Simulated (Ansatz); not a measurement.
## WSe2 (P-6m2)

Method: DFT PBEsol, scalar-relativistic, plane waves, PAW (Ansatz 0.2.0).

Plane waves to 420 eV, a k mesh through Γ of 12×12×1 on the computed 9-atom cell and Gaussian smearing (0.02 eV); no spin polarisation.

The structure is relaxed at this level of theory with its symmetry kept. This form isn't the usual stable structure of the compound.

```cif
data_structure
_symmetry_space_group_name_H-M 'P 1'
_symmetry_Int_Tables_number 1
_cell_length_a 3.2709
_cell_length_b 3.2709
_cell_length_c 29.1847
_cell_angle_alpha 90.000
_cell_angle_beta 90.000
_cell_angle_gamma 120.000
_cell_volume 270.41
loop_
_atom_site_label
_atom_site_type_symbol
_atom_site_fract_x
_atom_site_fract_y
_atom_site_fract_z
_atom_site_occupancy
W1 W 0.66667 0.33333 0.00000 1
W2 W 0.33333 0.66667 0.77346 1
W3 W 0.33333 0.66667 0.22654 1
Se1 Se 0.33333 0.66667 0.05737 1
Se2 Se 0.66667 0.33333 0.83084 1
Se3 Se 0.66667 0.33333 0.28383 1
Se4 Se 0.33333 0.66667 0.94263 1
Se5 Se 0.66667 0.33333 0.71617 1
Se6 Se 0.66667 0.33333 0.16916 1
```

```
Space group                                                                                                                                 : P-6m2 (No. 187)
Volume per atom                                                                                                                             : 30.05 Å³
Formation energy from the elements' standard states (uncorrected)                                                                           : -0.590 eV/atom
Kohn–Sham band gap                                                                                                                          : 1.23 eV, indirect from Γ to (0.180, 0.180, 0.000)
Löwdin character of the top 1 eV of the valence band                                                                                        : W 5d 61 %, Se 4p 34 %
Löwdin character of the lowest 1 eV of the conduction band                                                                                  : W 5d 63 %, Se 4p 30 %
Electron masses at the edge by Cartesian direction of the standard setting (m_e; degenerate bands sorted by energy; no spin-orbit coupling) : x: 0.54; y: 0.49; z: over 30
Hole masses at the edge by Cartesian direction of the standard setting (m_e; degenerate bands sorted by energy; no spin-orbit coupling)     : x: 1.2; y: 1.2; z: over 30
Bader charges (e)                                                                                                                           : W (1 in the cell) 1.04, W (2 in the cell) 1.04, Se (2 in the cell) -0.52, Se (2 in the cell) -0.52, Se (2 in the cell) -0.52
```

Spin-orbit coupling is left out, which matters for the bands of heavy elements. Each cell of WSe2 holds layers, and where no dispersion correction was added their binding is poorly described.